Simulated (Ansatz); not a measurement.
# Screening in GaN (P6_3mc), part 2 of 2

Wanted: ε∞ of GaN (P6_3mc) from perturbation theory, a sum over states and the RPA step of G0W0, with cost.

Ansatz 0.2.0; linear response on PBE, plane waves, PAW. Known limits of the many-body steps: not at the basis limit; no spin-orbit coupling.

So far. Step 2 (Response to a homogeneous field): One over ε∞ averages 0.17, somewhat under the quarter of exact exchange in PBE0. Step 3 (Independent-particle spectrum): The sum gives ε∞ = 5.94 and 6.06 without local fields.

The database entry behind the starting cell has ideal inner coordinates that were not refined, so it need not match the best structure at ambient conditions.

**3. Independent-particle spectrum (continued)**

Level of this step: independent-particle optics on PBE, plane waves, PAW (Ansatz).

The loss function has structure finer than the step of the table below, so its rows give means over 1 eV, whole bins alone (the curve runs from 0 to 25 eV). Peaks (eV: height): xx=yy 20.2: 2.12, 21.8: 2.37, 23.8: 1.73; zz 21.9: 2.40.

Independent particles, no local fields, Gaussian width 0.2 eV. Loss function against photon energy; means over each step:

```
photon energy (eV)   xx=yy       zz
                 1       0        0
                 2  0.0110  0.00949
                 3  0.0291   0.0294
                 4  0.0316   0.0338
                 5  0.0339   0.0321
                 6  0.0690   0.0696
                 7   0.103    0.114
                 8   0.122    0.160
                 9   0.147    0.186
                10   0.199    0.162
                11   0.145    0.114
                12   0.149    0.120
                13   0.229    0.240
                14   0.320    0.379
                15   0.425    0.421
                16   0.690    0.549
                17   0.971     1.01
                18    1.30     1.47
                19    1.57     1.67
                20    1.97     1.73
                21    1.76     1.69
                22    1.87     1.93
                23    1.35     1.33
                24    1.60     1.38
```

**4. RPA screening from the G0W0 run**

Now the one-shot GW correction: screening in the RPA, then the self-energy of the levels asked for.

This step: G0W0 on PBE, plane waves, PAW.

Input file input.yaml:

```yaml
crystal:
  lattice:
    - [3.19, 0.0, 0.0]
    - [-1.595, 2.7626210381, 0.0]
    - [0.0, 0.0, 5.189]
  atoms:
    - { symbol: Ga, position: [0.6666666667, 0.3333333333, 0.0] }
    - { symbol: Ga, position: [0.3333333333, 0.6666666667, 0.5] }
    - { symbol: "N", position: [0.6666666667, 0.3333333333, 0.375] }
    - { symbol: "N", position: [0.3333333333, 0.6666666667, 0.875] }
kpoints:
  mp_grid: { grid: [6, 6, 4] }
hamiltonian:
  xc: pbe
  pseudopotentials: { kind: paw, azcp: { folder: "./paw" } }
scf:
  occupations: { method: fixed }
gw:
  n_empty_bands: 293
  ecut_chi: 200.0
  qp_bands: [v2, c2]
  qp_kpoints: band_edges
  screening: { model: contour_deformation }
```

Command:

```console
ansatz run input.yaml --threads 3 --pin off --max-ram 92160MiB --backend cuda --events-out ev --progress --plain --runs-dir out --devices 1 --max-vram 13GiB
```

Numbers of over 12 decimals in the logs are rounded to 6 here.

The program printed:

```text
GPUs: using 1 of 1 available (devices: 1).
[...]
GPU FFT provider: cuFFT
GPU libraries: cuBLAS 13.8.2, cuFFT 12.4.0, cuSOLVER 12.3.4
Crystal: 4 atoms, lattice volume = 45.729 Å³
Basis set: ecut = 420 eV, 917 PW (Γ)
Bands: 22, of which v1, the nominal top of the filled ones, is band 18 counted from 1 (17 counted from 0)
Symmetry: 12 space group operations
[...]
k-points: 21 of 144 (time reversal used)
[...]
1    20     14.0264   -10.1639    -4.6092   -15.3102  0.8063    14.5670    14.5634  root
[...]
20    17      8.1880   -22.2764     3.1586   -18.2403  0.7629     7.2970     7.3105  root
    20    18      8.1880   -22.2764     3.1586   -18.2403  0.7629     7.2970     7.3105  root
    20    19     16.0948    -9.5392    -4.9027   -14.9797  0.8043    16.6370    16.6327  root
    20    20     16.0948    -9.5392    -4.9027   -14.9797  0.8043    16.6370    16.6327  root
[key lines of the parts left out:]
SCF converged after 9 iterations
Free energy (F): -8335.821065 eV
Fermi energy:    9.680356 eV
```

It took 37 s on 1 × NVIDIA H100 80GB HBM3 (shared by 6 runs) with 3 threads of AMD EPYC 7R13 (Zen 3), shared host; peak memory 1.5 GiB; 25 s of CPU time.

This step gave:

* bands summed: 311
* RPA ε∞ on this mesh (eigenvalues): 5.962, 5.997, 5.997
* plane waves in the screening matrix: 311
* G0W0 gap on the mesh: 3.048 eV
* k of the valence top: 0, 0, 0
* k of the conduction bottom: 0, 0, 0
* starting gap on the mesh: 1.890 eV
* least direct G0W0 gap on the computed points: 3.048 eV

The gap on the mesh goes from 1.89 eV to 3.05 eV, a correction of +1.16 eV. Between the two edge states, bare exchange in place of the xc potential would open the gap by 7.86 eV, and correlation takes back 6.70 eV.

Mean over the mesh in bins of 0.25 1/Å. Static inverse dielectric function, diagonal against length of q+G:

```
length of q+G (Å⁻¹)  static inverse dielectric function, diagonal
               0.30                                         0.204
               0.47                                         0.231
               0.74                                         0.287
               1.01                                         0.349
               1.26                                         0.413
               1.49                                         0.468
               1.74                                         0.527
               2.01                                         0.588
               2.26                                         0.640
               2.50                                         0.686
               2.74                                         0.726
               3.00                                         0.764
               3.26                                         0.796
               3.50                                         0.821
               3.75                                         0.845
               4.01                                         0.867
               4.26                                         0.885
               4.50                                         0.902
               4.75                                         0.916
               5.00                                         0.929
               5.26                                         0.940
               5.50                                         0.949
               5.75                                         0.957
               6.01                                         0.964
               6.26                                         0.970
               6.50                                         0.974
               6.75                                         0.978
               7.00                                         0.982
               7.19                                         0.984
```

**5. The values together**

Times are wall times on 1 × NVIDIA H100 80GB HBM3 (shared by 6 runs) with 3 threads of AMD EPYC 7R13 (Zen 3), shared host, good to a factor of about two.

```
                                          method                             mesh  ε∞, low  middle  high  mean  time
perturbation theory (local fields and xc kernel)  9×9×4 (response on 1152 points)     5.79    5.79  5.94  5.84  73 s
               sum over states (no local fields)                          12×12×4     5.94    5.94  6.06  5.98  47 s
           RPA with local fields, on the GW mesh                            6×6×4     5.96    6.00  6.00  5.99  37 s
```

**6. Outcome**

| Quantity | Value |
| --- | --- |
| perturbation theory (local fields and xc kernel) | 5.79, 5.79, 5.94 |
| sum over states (no local fields) | 5.94, 5.94, 6.06 |
| RPA with local fields, on the GW mesh | 5.96, 6.00, 6.00 |

What this shows: Mean Born effective charge: Ga1 2.67, N3 -2.67 e. The most distinct maxima of the ε₂ (xx=yy) lie at 6.6, 7.9, 9.0 and 11.0 eV, the highest at 7.9 eV. Distinct peaks of the loss function (xx=yy) stand at 20.2, 21.8 and 23.8 eV; the one at 21.8 eV is strongest. The sum without local fields gives 5.98 in the mean against 5.84 by perturbation theory; local fields lower ε∞ and the xc kernel gives part of it back, though the sum also carries the error of its own mesh. The RPA values on the 6×6×4 mesh average 1.02 times those of perturbation theory (means 5.99 and 5.84). Without the xc kernel RPA should lie a little lower; it lies higher here. Perturbation theory sums its response on a denser mesh of its own, so the coarser sum of the GW run is the likely cause. PBE usually puts the gap too low, which tends to raise ε∞. Ions are clamped, so the lattice part of the static constant is not in these numbers.

[Paths, hosts, dates, memory and timing lines, banners, echoed tables and standing remarks are left out of the program output.]

[Logs are printed without paths, hosts, clocks, repeated set-up lines and the standing remarks that a program may print on its own settings, such as how far it seeks lower states.]

[Runs of the session that timed out or met a known fault of the program may be left out.]

[Cells called generated may have been cut or substituted from an entry of the Crystallography Open Database or the Materials Project.]

[Hosts, paths, dates, database ids (printed as entryN), source tags and the programs' standing remarks are cut or masked in the printed files.]
